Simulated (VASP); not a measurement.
# From one sheet to two: 2H-MoS2 monolayer, part 9 of 9

Aim: relax 2H-MoS2 monolayer, place its levels against the vacuum, then find how two sheets stack and bind.

VASP 6.6.1, plane waves and PAW; the level of theory is named at each step.

So far. Step 12 (A rigid stacking): Energy at zero smearing: -88.96497 eV. Step 13 (Relaxing the bilayer): The run ended after 18 ionic steps, 0.000 eV below its first step, once the forces on the free atoms met EDIFFG = -0.004.

## (14) Levels and bands of the bilayer

Level of this step: r2SCAN with rVV10, no spin polarisation; plane waves and PAW (Mo, S) (VASP).

The same static run as for one sheet shows what the neighbour does to the levels.

File INCAR:

```
SYSTEM = MoS2
PREC = Normal
ENCUT = 350
EDIFF = 1E-06
NELM = 120
ISMEAR = 0
SIGMA = 0.03
LREAL = .FALSE.
ALGO = Normal
METAGGA = R2SCAN
LUSE_VDW = .TRUE.
IVDW_NL = 2
BPARAM = 11.95
CPARAM = 0.0093
LASPH = .TRUE.
NBANDS = 24
LORBIT = 11
LWAVE = .FALSE.
LCHARG = .FALSE.
KPAR = 4
IDIPOL = 3
LDIPOL = .TRUE.
DIPOL = 0.5 0.5 0.5
LVHAR = .TRUE.
LVACPOTAV = .TRUE.
NEDOS = 1500
```

File POSCAR:

```
MoS2
1.0
    3.1738069310      0.0000000000      0.0000000000
   -1.5869034655      2.7485974289      0.0000000000
    0.0000000000      0.0000000000     26.3345862128
Mo S
2 4
Direct
    0.3333333300      0.6666666700      0.3813910067
    0.6666666700      0.3333333300      0.6186089933
    0.6666666700      0.3333333300      0.3221852069
    0.6666666700      0.3333333300      0.4406273109
    0.3333333300      0.6666666700      0.5593726891
    0.3333333300      0.6666666700      0.6778147931
```

File KPOINTS:

```
Automatic mesh
0
Gamma
12 12 1
0 0 0
```

File KPOINTS_OPT:

```
Line mode
14
Line-mode
Reciprocal
  0.00000000   0.00000000   0.00000000 GAMMA
  0.50000000   0.00000000   0.00000000 M

  0.50000000   0.00000000   0.00000000 M
  0.33333333   0.33333333   0.00000000 K

  0.33333333   0.33333333   0.00000000 K
  0.00000000   0.00000000   0.00000000 GAMMA
```

Potentials, in the order of the species: Mo and S (PBE family, release 64).

The run is started by

```console
$ mpirun -np 4 vasp_std
```

The program printed:

```text
[... set-up lines as in an earlier step ...]
 entering main loop
       N       E                     dE             d eps       ncg     rms          rms(c)
Total rVV10 correction in eV:      0.9318115    48.4722239
Total rVV10 correction in eV:      0.9318115    48.4722239
Total rVV10 correction in eV:      0.9318115    48.4722239
Total rVV10 correction in eV:      0.9318115    48.4722239
DAV:   1     0.170812490892E+03    0.17081E+03   -0.11729E+04   912   0.888E+02
DAV:   2    -0.755099819694E+02   -0.24632E+03   -0.24067E+03  1376   0.220E+02
DAV:   3    -0.973816628757E+02   -0.21872E+02   -0.21691E+02  1192   0.748E+01
DAV:   4    -0.979402606582E+02   -0.55860E+00   -0.55714E+00  1312   0.134E+01
DAV:   5    -0.979545812819E+02   -0.14321E-01   -0.14317E-01  1168   0.208E+00    0.371E+01
Total rVV10 correction in eV:      0.9329670    48.4727253
Total rVV10 correction in eV:      0.9329670    48.4727253
Total rVV10 correction in eV:      0.9329670    48.4727253
Total rVV10 correction in eV:      0.9329670    48.4727253
DAV:   6    -0.897751756178E+02    0.81794E+01   -0.22805E+01  1184   0.251E+01    0.160E+01
Total rVV10 correction in eV:      0.9254060    48.4744689
Total rVV10 correction in eV:      0.9254060    48.4744689
Total rVV10 correction in eV:      0.9254060    48.4744689
Total rVV10 correction in eV:      0.9254060    48.4744689
DAV:   7    -0.893195128779E+02    0.45566E+00   -0.93539E+00  1144   0.195E+01    0.107E+01
Total rVV10 correction in eV:      0.9303246    48.4735244
Total rVV10 correction in eV:      0.9303246    48.4735244
Total rVV10 correction in eV:      0.9303246    48.4735244
Total rVV10 correction in eV:      0.9303246    48.4735244
DAV:   8    -0.889608352145E+02    0.35868E+00   -0.11891E+00  1224   0.686E+00    0.189E+00
Total rVV10 correction in eV:      0.9341595    48.4734207
Total rVV10 correction in eV:      0.9341595    48.4734207
Total rVV10 correction in eV:      0.9341595    48.4734207
Total rVV10 correction in eV:      0.9341595    48.4734207
DAV:   9    -0.889797562969E+02   -0.18921E-01   -0.12496E-01  1360   0.202E+00    0.412E-01
Total rVV10 correction in eV:      0.9363966    48.4733433
Total rVV10 correction in eV:      0.9363966    48.4733433
Total rVV10 correction in eV:      0.9363966    48.4733433
Total rVV10 correction in eV:      0.9363966    48.4733433
DAV:  10    -0.889786979213E+02    0.10584E-02   -0.14030E-02  1248   0.717E-01    0.360E-01
Total rVV10 correction in eV:      0.9387079    48.4731597
Total rVV10 correction in eV:      0.9387079    48.4731597
Total rVV10 correction in eV:      0.9387079    48.4731597
Total rVV10 correction in eV:      0.9387079    48.4731597
DAV:  11    -0.889791772083E+02   -0.47929E-03   -0.22904E-03  1320   0.331E-01    0.113E-01
Total rVV10 correction in eV:      0.9395897    48.4730267
Total rVV10 correction in eV:      0.9395897    48.4730267
Total rVV10 correction in eV:      0.9395897    48.4730267
Total rVV10 correction in eV:      0.9395897    48.4730267
DAV:  12    -0.889795190420E+02   -0.34183E-03   -0.48152E-04  1128   0.135E-01    0.909E-02
Total rVV10 correction in eV:      0.9403706    48.4728186
Total rVV10 correction in eV:      0.9403706    48.4728186
Total rVV10 correction in eV:      0.9403706    48.4728186
Total rVV10 correction in eV:      0.9403706    48.4728186
DAV:  13    -0.889798958956E+02   -0.37685E-03   -0.19594E-04  1128   0.815E-02    0.456E-02
Total rVV10 correction in eV:      0.9410413    48.4726141
Total rVV10 correction in eV:      0.9410413    48.4726141
Total rVV10 correction in eV:      0.9410413    48.4726141
Total rVV10 correction in eV:      0.9410413    48.4726141
DAV:  14    -0.889802264064E+02   -0.33051E-03   -0.86965E-05  1088   0.518E-02    0.216E-02
Total rVV10 correction in eV:      0.9414638    48.4724564
Total rVV10 correction in eV:      0.9414638    48.4724564
Total rVV10 correction in eV:      0.9414638    48.4724564
Total rVV10 correction in eV:      0.9414638    48.4724564
DAV:  15    -0.889804915969E+02   -0.26519E-03   -0.36961E-05  1120   0.326E-02    0.189E-02
Total rVV10 correction in eV:      0.9418533    48.4722361
Total rVV10 correction in eV:      0.9418533    48.4722361
Total rVV10 correction in eV:      0.9418533    48.4722361
Total rVV10 correction in eV:      0.9418533    48.4722361
DAV:  16    -0.889809291091E+02   -0.43751E-03   -0.97017E-05  1080   0.423E-02    0.156E-02
Total rVV10 correction in eV:      0.9418788    48.4722153
Total rVV10 correction in eV:      0.9418788    48.4722153
Total rVV10 correction in eV:      0.9418788    48.4722153
Total rVV10 correction in eV:      0.9418788    48.4722153
DAV:  17    -0.889809944253E+02   -0.65316E-04   -0.77984E-06  1080   0.159E-02    0.374E-03
Total rVV10 correction in eV:      0.9418706    48.4722071
Total rVV10 correction in eV:      0.9418706    48.4722071
Total rVV10 correction in eV:      0.9418706    48.4722071
Total rVV10 correction in eV:      0.9418706    48.4722071
DAV:  18    -0.889810889303E+02   -0.94505E-04   -0.18490E-05  1032   0.179E-02    0.240E-03
Total rVV10 correction in eV:      0.9418248    48.4722121
Total rVV10 correction in eV:      0.9418248    48.4722121
Total rVV10 correction in eV:      0.9418248    48.4722121
Total rVV10 correction in eV:      0.9418248    48.4722121
DAV:  19    -0.889811064043E+02   -0.17474E-04   -0.59157E-06   952   0.116E-02    0.230E-03
Total rVV10 correction in eV:      0.9418207    48.4722201
Total rVV10 correction in eV:      0.9418207    48.4722201
Total rVV10 correction in eV:      0.9418207    48.4722201
Total rVV10 correction in eV:      0.9418207    48.4722201
DAV:  20    -0.889811143131E+02   -0.79087E-05   -0.89871E-07   808   0.759E-03    0.944E-04
Total rVV10 correction in eV:      0.9418056    48.4722377
Total rVV10 correction in eV:      0.9418056    48.4722377
Total rVV10 correction in eV:      0.9418056    48.4722377
Total rVV10 correction in eV:      0.9418056    48.4722377
DAV:  21    -0.889811222868E+02   -0.79737E-05   -0.14241E-06   864   0.719E-03    0.944E-04
Total rVV10 correction in eV:      0.9418031    48.4722315
Total rVV10 correction in eV:      0.9418031    48.4722315
Total rVV10 correction in eV:      0.9418031    48.4722315
Total rVV10 correction in eV:      0.9418031    48.4722315
DAV:  22    -0.889811284371E+02   -0.61504E-05   -0.47979E-07   760   0.507E-03    0.455E-04
Total rVV10 correction in eV:      0.9418035    48.4722253
Total rVV10 correction in eV:      0.9418035    48.4722253
Total rVV10 correction in eV:      0.9418035    48.4722253
Total rVV10 correction in eV:      0.9418035    48.4722253
DAV:  23    -0.889811317791E+02   -0.33419E-05   -0.33089E-07   656   0.636E-03    0.375E-04
Total rVV10 correction in eV:      0.9418032    48.4722236
Total rVV10 correction in eV:      0.9418032    48.4722236
Total rVV10 correction in eV:      0.9418032    48.4722236
Total rVV10 correction in eV:      0.9418032    48.4722236
DAV:  24    -0.889811284433E+02    0.33358E-05   -0.48952E-07   640   0.825E-03    0.267E-04
Total rVV10 correction in eV:      0.9418032    48.4722228
Total rVV10 correction in eV:      0.9418032    48.4722228
Total rVV10 correction in eV:      0.9418032    48.4722228
Total rVV10 correction in eV:      0.9418032    48.4722228
DAV:  25    -0.889811290039E+02   -0.56060E-06   -0.63378E-08   600   0.242E-03
 [... a notice as in an earlier step ...]

Total rVV10 correction in eV:      0.9418032    48.4722215
Total rVV10 correction in eV:      0.9418032    48.4722215
Total rVV10 correction in eV:      0.9418032    48.4722215
Total rVV10 correction in eV:      0.9418032    48.4722215
Total rVV10 correction in eV:      0.9418032    48.4722217
Total rVV10 correction in eV:      0.9418032    48.4722217
Total rVV10 correction in eV:      0.9418032    48.4722217
Total rVV10 correction in eV:      0.9418032    48.4722217
   1 F= -.88981129E+02 E0= -.88981129E+02  d E =-.859069E-11
 Start KPOINTS_OPT (optional k-point list driver)
k-point batch [1-19\42]
       N       E                     dE             ncg
DAV:   1     0.769243426501E+03   -0.11605E+05      912
DAV:   2    -0.379295815644E+04   -0.45622E+04     1312
DAV:   3    -0.421582725202E+04   -0.42287E+03     1208
DAV:   4    -0.422869065886E+04   -0.12863E+02     1288
DAV:   5    -0.422897021730E+04   -0.27956E+00     1224
DAV:   6    -0.422898052878E+04   -0.10311E-01     1352
DAV:   7    -0.422898088777E+04   -0.35898E-03     1296
DAV:   8    -0.422898089522E+04   -0.74495E-05     1048
DAV:   9    -0.422898089547E+04   -0.25189E-06      840
[...]
k-point batch [39-42\42]
       N       E                     dE             ncg
DAV:   1     0.142676521595E+05   -0.49798E+02      192
DAV:   2     0.133675342246E+05   -0.90012E+03      256
DAV:   3     0.132658104249E+05   -0.10172E+03      272
DAV:   4     0.132617091266E+05   -0.41013E+01      288
DAV:   5     0.132615971182E+05   -0.11201E+00      264
DAV:   6     0.132615935323E+05   -0.35860E-02      296
DAV:   7     0.132615934301E+05   -0.10217E-03      280
DAV:   8     0.132615934279E+05   -0.22374E-05      240
DAV:   9     0.132615934278E+05   -0.77715E-07      176
```

Elapsed: 2.8 min, on 4 MPI ranks of AMD EPYC 7R43, shared host; peak memory 1.2 GiB; 11 min of CPU time.

Parts of OUTCAR (step 14):

```text
   NELECT =      36.0000    total number of electrons

 E-fermi :  -0.4080

 k-point     1 :       0.0000    0.0000    0.0000
  band No.  band energies     occupation
    ...
     14      -2.5466      2.00000
     15      -2.5466      2.00000
     16      -2.3369      2.00000
     17      -1.1525      2.00000
     18      -0.5296      2.00000
     19       2.0085      0.00000
     20       2.0086      0.00000
     21       2.0251      0.00000
     22       2.0252      0.00000
     23       2.2123      0.00000
    ...

  Total       -0.0327137     -0.0327137     -0.1378592     -0.0000000      0.0000000      0.0000000
  in kB       -0.2281510     -0.2281510     -0.9614532     -0.0000000      0.0000000      0.0000000
  external PRESSURE =      -0.4725851 kB  Pullay stress =       0.0000000 kB

 POSITION                                       TOTAL-FORCE (eV/Angst)
 -----------------------------------------------------------------------------------
     -0.00000      1.83240     10.04377        -0.000000     -0.000000     -0.000858
      1.58690      0.91620     16.29081         0.000000      0.000000      0.000858
      1.58690      0.91620      8.48461        -0.000000      0.000000      0.001725
      1.58690      0.91620     11.60374         0.000000     -0.000000     -0.000644
     -0.00000      1.83240     14.73085        -0.000000      0.000000      0.000644
     -0.00000      1.83240     17.84997         0.000000     -0.000000     -0.001725
 -----------------------------------------------------------------------------------
    total drift:                               -0.000000      0.000000      0.000000

  FREE ENERGIE OF THE ION-ELECTRON SYSTEM (eV)
  ---------------------------------------------------
  free  energy   TOTEN  =       -88.9811290039 eV

  energy  without entropy=      -88.9811290039  energy(sigma->0) =      -88.98112900

 vacuum level on the upper side and lower side of the slab         5.208         5.208

[... 9 parts as in an earlier step ...]

[... 9 further parts left out ...]
```

This step gave:

```
electronic cycles                                 : 25
Fermi energy                                      : -0.408 eV
least gap on mesh and path                        : 1.358 eV
least direct gap on mesh and path                 : 1.778 eV
vacuum levels                                     : 5.208, 5.208 eV
ionisation potentials of the upper and lower face : 5.738, 5.738 eV
electron affinities of the upper and lower face   : 4.379, 4.379 eV
```

Electronic bands along the path, in eV, zero at the valence-band top; v1 is the highest filled band, c1 the lowest empty one:

```csv
point,v4,v3,v2,v1,c1,c2,c3,c4
Γ,-2.02,-1.81,-0.62,0.00,2.54,2.54,2.56,2.56
0.54 of the way,-2.08,-1.76,-1.31,-1.24,1.76,1.99,2.07,2.13
M,-1.52,-1.44,-1.14,-1.09,1.92,1.95,2.41,2.53
0.54 of the way,-2.57,-2.37,-0.79,-0.71,1.76,1.81,2.76,2.84
K,-2.70,-2.70,-0.49,-0.42,1.36,1.36,2.55,3.03
0.46 of the way,-1.67,-1.60,-1.29,-1.28,1.45,1.83,2.17,2.30
Γ,-2.02,-1.81,-0.62,0.00,2.54,2.54,2.56,2.56
```

Of the projections kept (Mo, S), the largest for each band there; the rest of the weight can lie on other orbitals:

```csv
point,v4,v3,v2,v1,c1,c2,c3,c4
Γ,Mo 0.64,S 0.83,Mo 0.82,Mo 0.71,Mo 0.50,Mo 0.50,Mo 0.50,Mo 0.50
M,S 0.78,S 0.77,Mo 0.72,Mo 0.75,Mo 0.96,Mo 0.96,Mo 0.92,Mo 0.91
K,S 0.61,S 0.61,Mo 0.86,Mo 0.85,Mo 0.93,Mo 0.93,Mo 0.80,Mo 0.77
Γ,Mo 0.64,S 0.83,Mo 0.82,Mo 0.71,Mo 0.50,Mo 0.50,Mo 0.50,S 0.51
```

The planar average of the electrostatic potential oscillates, so the rows of the table below give means over windows of 1 Å about each position, cut where the curve ends. Its maxima inside the range that stand out by 2 % of the span (Å: eV): 9.3: -5.37, 10.8: -5.40, 13.2: 4.96, 15.6: -5.40, 17.0: -5.37. Its minima: 8.5: -14.5, 10.0: -8.83, 11.6: -14.5, 14.7: -14.5, 16.3: -8.83, 17.9: -14.5.

Zero at the Fermi level. The planar average of the electrostatic potential by height; means over each step:

```csv
height (Å),planar average of the electrostatic potential (eV)
0,5.62
1,5.62
2,5.62
3,5.62
4,5.62
5,5.61
6,5.59
7,4.91
8,-5.78
9,-9.22
10,-8.01
11,-8.54
12,-7.30
13,4.42
14,-1.47
15,-11.1
16,-7.53
17,-7.24
18,-10.7
19,3.59
20,5.53
21,5.61
22,5.62
23,5.62
24,5.62
25,5.62
26,5.62
```

Density of states in the PAW spheres, an atom over height of the layer and energy from the Fermi level.

Ten even steps from '_' (0.00 states/eV) to '@' (1.71 states/eV), each cell a mean:
```
____________
____________
____________
__--____--__
..@@....@@..
::==::::==::
::::::::::::
====----====
--**----**--
..--....--..
..==....==..
==##----##==
::==::::==::
--++----++--
..::....::..
..::....::..
--**::::**--
::==::::==::
____________
____________
____________
____________
```
Columns: height of the layer (Å) from 8.5 to 17.8 (not evenly spaced); rows upwards: energy from the Fermi level (eV) from -7.9 to 0.5.

The map of layer states is cut here 0.5 eV above the Fermi level, so it leaves out the states above that.

The vacuum level lies 5.74 eV above the highest filled level at the upper face; both faces agree, as the slab has next to no dipole.

The program found no field-free point at its default tolerance, but its printed level agrees with the flat part of the planar average.

## (15) Derived quantities

This step: monolayer and bilayer, r2SCAN + rVV10; plane waves and PAW (VASP 6.6.1).

This step runs nothing: it gathers the runs above.

This step gave:

| Item | Value |
| --- | --- |
| polarisability per area of the slab or monolayer | 0.4024 Å |
| gap with spin orbit | 1.726 eV |
| binding energy | -21.91 meV/Å² |
| interlayer gap | 3.127 Å |
| bilayer gap | 1.358 eV |
| bilayer level below vacuum | 5.738 eV |
| lattice a | 3.174 Å |
| lattice b | 3.174 Å |
| thickness | 3.117 Å |
| monolayer gap | 1.801 eV |
| ionisation potential at the upper face | 6.177 eV |

VASP counts both for electrons: a positive EFIELD is a field along -c, and a positive dipole, in electrons times A, points along -c. Field, by row:

```csv
EFIELD (eV/Å),dipole along z of the monolayer (e Å),energy change of the monolayer (eV)
-0.1,-0.02438,-0.001221
0,0,0
0.1,0.02438,-0.001221
```

Rigid sheets, 3.1 Å apart. Stackings, by row:

```csv
stacking,energy above the lowest (meV/Å²)
"turned by 180 degrees, shift 0.00 0.00",0
"same orientation, shift 0.33 0.67",0.2207
"turned by 180 degrees, shift 0.67 0.33",1.828
"turned by 180 degrees, shift 0.33 0.67",19.43
"same orientation, shift 0.00 0.00",21.13
```

The polarisability is the slope of the dipole against the field, as a volume for each unit of area.

## (16) Outcome

* lattice a: 3.17 Å
* monolayer gap: 1.80 eV
* gap with spin orbit: 1.73 eV
* binding energy: -21.9 meV/Å²
* interlayer gap: 3.13 Å
* bilayer gap: 1.36 eV
* polarisability per area of the slab or monolayer: 0.402 Å

What this shows: The monolayer relaxes to a = 3.174 Å and has a gap of 1.80 eV (1.73 eV with spin-orbit coupling). The ionisation potential is 6.18 eV at both faces. Of 5 rigid stackings the lowest has the upper sheet turned by 180 degrees and shifted by (0.00, 0.00) in cell vectors, and the highest lies 21.1 meV/Å² above it. Relaxed, the sheets lie 3.13 Å apart and bind by 21.9 meV/Å². The next stacking lies close, and only the lowest was relaxed, so the order could change. The second sheet narrows the gap, to 1.36 eV. All runs are without spin polarisation. The bilayer keeps the monolayer's lattice, and only high-symmetry stackings were tried. Semilocal gaps are too small. Levels against the vacuum, binding and the bilayer's gap are without spin-orbit coupling.

[Lines on the potential files, build, host, timing and source positions are cut from VASP's logs without a mark.]

[Logs are printed without paths, hosts, clocks, repeated set-up lines and the standing remarks that a program may print on its own settings, such as how far it seeks lower states.]

[Hosts, paths, dates, database ids (printed as entryN), source tags and the programs' standing remarks are cut or masked in the printed files.]

[Runs that stopped without an error message from VASP are left out.]
